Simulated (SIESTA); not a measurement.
## InAs under changes of volume

One of the cells (27.489 Å³/atom); the others are scaled copies at fixed shape and fractional positions:

```xyz
2
Lattice="0.0000 3.0180 3.0180 3.0180 0.0000 3.0180 3.0180 3.0180 0.0000" Properties=species:S:1:pos:R:3 pbc="T T T"
In    0.0000    0.0000    0.0000
As    4.5270    4.5270    4.5270
```

```yaml
Program: SIESTA 5.4.2
Functional: PBE
Potentials_or_basis: PseudoDojo 0.4 standard (PBE files)
Basis: DZ (energy shift 0.002 Ry; radii capped at 9.5 bohr)
Grid_cutoff: 500 Ry
Energy_shift: 0.002 Ry
k_mesh: 8 × 8 × 8
Occupations: fermi-dirac, width 0.05 eV
Spin: no spin polarisation
```

| volume (Å³/atom) | energy over the lowest point (meV/atom) | pressure (GPa) |
| --- | --- | --- |
| 25.840 | ? | ? |
| 26.389 | 84.12 | 8.7 |
| 26.939 | 57.39 | 7.0 |
| 27.489 | 36.15 | 5.5 |
| 28.039 | 19.66 | 4.1 |
| 28.588 | 7.75 | 2.8 |
| 29.138 | 0.00 | 1.7 |

Q: What does the run at 25.840 Å³/atom give?

A: Energy over the lowest point 117.12 meV/atom; pressure 10.6 GPa.

Worked out: A Birch-Murnaghan fit of order 3 (a polynomial in V^(-2/3)) to the other rows has no minimum within the range. It gives 116.53 meV/atom at 25.840 Å³/atom, against the run's 117.12, and -dE/dV = 10.4 GPa, against 10.6.

Energies are extrapolated to zero smearing.

Caveats: the basis has no polarisation orbitals; semicore shells carry a single zeta, which can move pressures by several GPa and volumes by a few percent; the basis of atomic orbitals isn't converged, which shifts pressures, moduli and gaps.
